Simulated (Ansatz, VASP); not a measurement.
## GaN in VASP and in Ansatz

```
Ga N
1.0
     3.16757    0.00000    0.00000
    -1.58379    2.74320    0.00000
     0.00000    0.00000    5.16409
Ga N
2 2
Direct
  0.33333 0.66667 0.99929
  0.66667 0.33333 0.49929
  0.33333 0.66667 0.37571
  0.66667 0.33333 0.87571
```

Alike in both runs: functional LDA; k mesh 8 × 8 × 4; no spin polarisation.

Ansatz relaxed the structure, and its values are those at the end. VASP's run is a single point on that final structure, the one shown.

|  | VASP | Ansatz |
| --- | --- | --- |
| version | VASP 6.6.1 | Ansatz 0.2.0 |
| potentials or method | VASP PAW LDA potentials, release 64 (Ga_d, N), cutoff 520 eV | all-electron LAPW, scalar-relativistic |
| occupations | gaussian, width 0.01 eV | fixed |

```csv
,VASP,Ansatz,Ansatz less VASP
gap on the k mesh at the Fermi level (eV),2.04,2.03,-0.010
pressure (GPa),-1.9,-2.8,-0.86
```

Ansatz ran all-electron here, so the differences hold the error of VASP's frozen core and of both bases.

A hybrid or GW would open this gap; LDA tends to underestimate it.
